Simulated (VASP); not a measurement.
Runs of VASP 6.6.1 on Si. It takes space group Fd-3m (No. 227, cubic). Conventional cell: a = 5.444 Å, b = 5.444 Å, c = 5.444 Å, α = 90.00°, β = 90.00°, γ = 90.00°. Si (site symmetry -43m) has 4 Si at 2.36 Å as nearest neighbours. 

```tsv
task	level	cell	k mesh	cutoff (eV)	smearing	ladder	grid for exact exchange (PRECFOCK)	exchange at q = 0	mesh quality	gap on the mesh (eV)	pressure (GPa)	V0 of scaled cells (Å³/atom)	relaxed volume (Å³/atom)	B0 (GPa)
relaxation of cell and atoms	AM05	relaxed	8 × 8 × 8	600	fermi-dirac 0.05 eV	-	-	-	not flagged	0.55	0.0	-	(a)	-
equation of state	r2SCAN	as given	8 × 8 × 8	520	fermi-dirac 0.05 eV	-	-	-	not flagged	-	-	20.12	-	(c)
equation of state	PBEsol	as given	8 × 8 × 8	520	fermi-dirac 0.05 eV	free	-	-	not flagged	-	-	20.08	-	(b)
single point	PBEsol	as given	8 × 8 × 8	520	fermi-dirac 0.05 eV	free	-	-	not flagged	0.51	-0.4	-	-	-
relaxation of cell and atoms	RPBE	relaxed	8 × 8 × 8	600	fermi-dirac 0.05 eV	-	-	-	not flagged	0.73	0.0	-	20.77	-
relaxation of cell and atoms	SCAN0	relaxed	4 × 4 × 4	600	fermi-dirac 0.05 eV	-	Normal	truncated	coarse	2.14	0.0	-	19.90	-
relaxation of cell and atoms	BLYP+D4	relaxed	8 × 8 × 8	600	fermi-dirac 0.05 eV	-	-	-	not flagged	0.84	0.0	-	19.97	-
relaxation of cell and atoms	r2SCAN	relaxed	8 × 8 × 8	600	gaussian 0.05 eV	-	-	-	not flagged	0.82	0.0	-	20.12	-
```

Alike in all rows: potentials or basis VASP PAW PBE potentials, release 64 (Si); no spin polarisation.

Task: Estimate the missing entries.

Result: (a) 20.09; (b) 94; (c) 97.

Caveats: some runs use coarse meshes; the PAW data sets were made with another functional, which shifts forces and pressure a little.

A k mesh can miss the band edges.

Not every run made on this cell is shown here.
